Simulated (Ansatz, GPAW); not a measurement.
**Nb: 3 runs at one level of theory**

```
Nb
1.0
    -1.66395    1.66395    1.66395
     1.66395   -1.66395    1.66395
     1.66395    1.66395   -1.66395
Nb
1
Direct
  0.00000 0.00000 0.00000
```

Alike in all runs: task single point; functional PBE; k mesh 11 × 11 × 11; occupations gaussian, width 0.012 eV; no spin polarisation; no spin-orbit coupling. Pressure is positive in compression and, in plane waves, holds the error of the finite cutoff, which Ansatz's Pulay term estimates and takes out.

| program and potentials | plane-wave cutoff (eV) | notes | pressure (GPa) |
| --- | --- | --- | --- |
| Ansatz, Ansatz PAW | 420 | Pulay term of +0.03 GPa included | -1.74 |
| GPAW, GPAW PAW data sets (gpaw-data 1.2.1) | 600 | - | -2.51 |
| Ansatz, all-electron LAPW, scalar-relativistic | - | - | -1.75 |

The pressure spans -2.51 (GPAW, GPAW PAW data sets (gpaw-data 1.2.1)) to -1.74 GPa (Ansatz, Ansatz PAW), with all-electron results at -1.75.

The functional is the same throughout but for its coding, so the spread measures potentials, basis and numerics; runs on potential files found faulty are left out.

All three runs put the crystal under tension, so at this level of theory the cell is slightly larger than its equilibrium size and would contract if relaxed. The Ansatz PAW result, -1.74 GPa, practically coincides with the all-electron value of -1.75 GPa, which suggests that its frozen core and projectors add little error to the pressure at this volume. GPAW gives the same sign but a stronger tension, -2.51 GPa, perhaps through its data set or a remaining basis-set error.

In structural terms that disagreement is small. Niobium's roughly half-filled d band occupies mainly bonding states, and the resulting strong cohesion makes the metal stiff, so even a slight mismatch in equilibrium lattice parameter appears as a noticeable pressure. The spread therefore points to slightly different equilibrium volumes rather than to a different description of the bonding. Agreement at a single volume does not establish that the potentials also reproduce the all-electron compressibility, which depends on how the pressure changes with volume.
